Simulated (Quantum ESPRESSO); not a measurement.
Runs of Quantum ESPRESSO 7.5 on Se. Symmetry: P3_121, No. 152, trigonal system. The conventional cell has a = 4.366 Å, b = 4.366 Å, c = 4.954 Å, α = 90.00°, β = 90.00°, γ = 120.00°. Se (site symmetry 2) is surrounded by 2 Se at 2.37 Å. 

```tsv
k mesh	mesh quality	gap on the mesh (eV)	pressure (GPa)	largest force (eV/Å)
4 × 4 × 4	not flagged	1.20	2.8	0.41
8 × 8 × 6	not flagged	1.16	2.8	0.41
6 × 6 × 6	not flagged	1.02	2.8	0.41
2 × 2 × 2	coarse	1.20	(a)	0.39
```

Alike in all rows: task dielectric tensor; level PBE; potentials or basis GBRV 1.5 PBE; no spin polarisation; cell as given; cutoff (eV) 612; smearing fermi-dirac 0.05 eV.

Q: Fill in the values left out.

A: (a) 2.9.

Caveats: some runs use coarse meshes; on a mesh that holds Γ this program's dielectric tensor can be off by some percent beyond the error of the mesh (some runs).

A k mesh can miss the band edges, and the runs leave out spin-orbit coupling on Se.
